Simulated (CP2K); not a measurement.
**CdTe under changes of volume**

One of the cells (32.922 Å³/atom); the others are scaled copies at fixed shape and fractional positions:

```
Te Cd
1.0
     4.53255    0.00000    0.00000
     2.26628    3.92531    0.00000
     2.26628    1.30844    3.70082
Te Cd
1 1
Direct
  0.75000 0.75000 0.75000
  0.00000 0.00000 0.00000
```

```yaml
Program: CP2K 2026.2
Functional: PBEsol
Potentials_or_basis: POTENTIAL_UZH Te GTH-PBE-q6, Cd GTH-PBE-q12; TZVP-MOLOPT-PBE-GTH basis
Density_cutoff: 6123 eV
k_mesh: 7 × 7 × 7
Occupations: fermi-dirac, width 0.1 eV
Spin: no spin polarisation
```

```tsv
volume (Å³/atom)	energy over the lowest point (meV/atom)	pressure (GPa)	gap on the mesh (eV)
30.947	?	?	?
31.605	50.87	5.3	0.85
32.263	31.69	4.0	0.79
32.922	17.49	2.9	0.73
33.580	7.79	1.9	0.67
34.239	2.08	0.9	0.61
34.897	0.00	0.1	0.56
```

Task: What does the run at 30.947 Å³/atom give?

Result: Energy over the lowest point 75.62 meV/atom; pressure 6.8 GPa; gap on the mesh 0.91 eV.

Worked out: A Birch-Murnaghan fit of order 3 (a polynomial in V^(-2/3)) to the other rows has its minimum at 34.98 Å³/atom, just outside them, with B0 = V·E''(V) = 41 GPa and B' = 4.7. It gives 75.62 meV/atom at 30.947 Å³/atom, against the run's 75.62, and -dE/dV = 6.8 GPa, against 6.8. A straight line through the other rows of the gap, of slope -2.96 eV per unit of ln V (its deformation potential), extrapolates to 0.91 eV, against the run's 0.91.

Energies are extrapolated to zero smearing.

Caveats: the potentials were made for another functional, which shifts forces and pressure; spin-orbit coupling is left out, which moves the levels of the heavy elements; the basis of atomic orbitals isn't converged, which shifts pressures, moduli and gaps.
